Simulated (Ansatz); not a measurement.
**LiCl and its competing phases**

Level of theory: DFT PBE, scalar-relativistic, plane waves, PAW in Ansatz. All cells share a 420 eV cutoff and Γ-centred k meshes spaced at most about 0.3 Å⁻¹ (2π included). No spin polarisation.

Energies over the elements count from the elements' standard structures at the same level (Cl₂ as a molecule), with no fitted energy shifts.

All energies are static (0 K, no zero-point motion).

The competitors are the elements and 1 reference phase of this chemical system (from databases or known types: LiCl), relaxed at the same level; other known phases may be missing.

The candidate was reached from: a relaxed cell, shaken at random and relaxed again.

```cif
data_structure
_symmetry_space_group_name_H-M 'Pmc2_1'
_symmetry_Int_Tables_number 26
_cell_length_a 3.6599
_cell_length_b 10.6128
_cell_length_c 6.4691
_cell_angle_alpha 90.000
_cell_angle_beta 90.000
_cell_angle_gamma 90.000
_cell_volume 251.27
loop_
_atom_site_label
_atom_site_type_symbol
_atom_site_symmetry_multiplicity
_atom_site_Wyckoff_symbol
_atom_site_fract_x
_atom_site_fract_y
_atom_site_fract_z
_atom_site_occupancy
Li1 Li 2 a 0.00000 0.89478 0.08236 1
Li2 Li 2 a 0.00000 0.60648 0.91095 1
Li3 Li 2 b 0.50000 0.75454 0.54982 1
Cl1 Cl 2 a 0.00000 0.59249 0.55220 1
Cl2 Cl 2 a 0.00000 0.90310 0.44481 1
Cl3 Cl 2 b 0.50000 0.75861 0.96084 1
```

Question: Where does it stand against these competitors?

Answer: Not the lowest form: another structure of the same formula lies lower. Its formation energy is -1.829 eV/atom. The lowest competing phase at this composition is this:

| phase | space group | source | share of atoms | ΔE_f (eV/atom) |
| --- | --- | --- | --- | --- |
| LiCl | P6_3mc (No. 186) | Materials Project | 1.0000 | -1.878 |

The candidate lies 49 meV/atom above this phase (48 meV/atom from unrounded values). The candidate matches no cell in the subsets of the Crystallography Open Database and the Materials Project at hand. Such a margin is small enough for a metastable phase. Checks: no imaginary mode on a 2×1×1 q mesh. The Crystallography Open Database lists this formula in another space group (No. 225).
